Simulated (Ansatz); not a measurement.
CO2 (Cmce) from a database structure was relaxed with 3 functionals in Ansatz, cell and atoms free, the symmetry of the start kept (meshes: PBE-D3(BJ) 6×6×4, r2SCAN+rVV10 6×6×4, PBE-D4 6×6×4). (Simulation; spin polarisation is off.)

The r2SCAN+rVV10 result:
```
C O
1.0
     2.64290   -2.37988    0.00000
     2.64290    2.37988    0.00000
     0.00000    0.00000    6.42703
C O
2 4
Direct
  0.00000 0.00000 0.00000
  0.50000 0.50000 0.50000
  0.80373 0.19627 0.89287
  0.19627 0.80373 0.10713
  0.69627 0.30373 0.39287
  0.30373 0.69627 0.60713
```

The symmetry is Cmce (No. 64, orthorhombic); a = 5.286 Å, b = 4.760 Å, c = 6.427 Å in the conventional setting, 13.47 Å³ an atom. C is surrounded by 2 O at 1.16 Å; O is surrounded by 1 C at 1.16 Å.

(1) What lattice does PBE-D4 give?

(2) What lattice does PBE-D3(BJ) give?

Results:

(1) a = 5.596 Å, b = 5.023 Å, c = 6.732 Å; the volume differs by +17.0 % from r2SCAN+rVV10's. C has 2 O at 1.17 Å; O has 1 C at 1.17 Å.

(2) a = 5.591 Å, b = 5.027 Å, c = 6.743 Å; the volume differs by +17.2 % from r2SCAN+rVV10's. Around C lie 2 O at 1.17 Å; around O lie 1 C at 1.17 Å.
